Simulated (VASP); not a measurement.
Write the native input for VASP 6.6.1 that does the following.

```yaml
Task: band structure
Functional: r2SCAN
Potentials_or_basis: VASP PAW PBE potentials, release 64 (Cd, Se)
Cutoff: 520 eV
k_mesh: 6 × 6 × 6
Occupations: gaussian, width 0.02 eV
Spin: spin-orbit coupling, no magnetisation
Ladder: free
Further_INCAR_settings: ALGO = Normal; EDIFF = 1e-06; NBANDS = 30
```

The structure of CdSe lies in POSCAR:

```
CdSe
1.0
    0.0000000000      3.0702711986      3.0702711986
    3.0702711986      0.0000000000      3.0702711986
    3.0702711986      3.0702711986      0.0000000000
Cd Se
1 1
Direct
    0.0000000000      0.0000000000      0.0000000000
    0.2500000000      0.2500000000      0.2500000000
```

Measurements of this composition are mostly on another form, of space group No. 186.

These files were run (other wordings do the same):

INCAR

```
  ALGO = Normal
  EDIFF = 1E-6
  ENCUT = 520
  GGA_COMPAT = F
  ISIF = 2
  ISMEAR = 0
  KPAR = 2
  LASPH = T
  LCHARG = F
  LMIXTAU = T
  LORBIT = 11
  LREAL = F
  LSORBIT = T
  LWAVE = F
  MAGMOM = 0 0 0 0 0 0
  METAGGA = R2SCAN
  NBANDS = 30
  NELM = 60
  PREC = Accurate
  SIGMA = 0.02
```

KPOINTS

```
k-points
0
Gamma
  6 6 6
```

KPOINTS_OPT

```
path GXWKGLUWLK,UX
20
line-mode
reciprocal
 0.0000000000  0.0000000000  0.0000000000  G
 0.5000000000  0.0000000000  0.5000000000  X

 0.5000000000  0.0000000000  0.5000000000  X
 0.5000000000  0.2500000000  0.7500000000  W

 0.5000000000  0.2500000000  0.7500000000  W
 0.3750000000  0.3750000000  0.7500000000  K

 0.3750000000  0.3750000000  0.7500000000  K
 0.0000000000  0.0000000000  0.0000000000  G

 0.0000000000  0.0000000000  0.0000000000  G
 0.5000000000  0.5000000000  0.5000000000  L

 0.5000000000  0.5000000000  0.5000000000  L
 0.6250000000  0.2500000000  0.6250000000  U

 0.6250000000  0.2500000000  0.6250000000  U
 0.5000000000  0.2500000000  0.7500000000  W

 0.5000000000  0.2500000000  0.7500000000  W
 0.5000000000  0.5000000000  0.5000000000  L

 0.5000000000  0.5000000000  0.5000000000  L
 0.3750000000  0.3750000000  0.7500000000  K

 0.6250000000  0.2500000000  0.6250000000  U
 0.5000000000  0.0000000000  0.5000000000  X
```

Potentials or basis: VASP PAW PBE potentials, release 64 (Cd, Se).

Launch:

```bash
$ cat potpaw_PBE.64/Cd/POTCAR potpaw_PBE.64/Se/POTCAR > POTCAR
$ mpirun -np 2 vasp_ncl > vasp.out
```

Results of the run:

```
Pressure                                              : 0.1 GPa
Valence electrons inside the program's atomic spheres : Cd 10.28; Se 3.90
```

Caveat: the PAW data sets were made with another functional, which shifts forces and pressure a little.

Run time: 5 min on 2 MPI ranks on Intel(R) Xeon(R) 6975P-C (Granite Rapids), on a shared host, peak memory 0.41 GiB a rank.
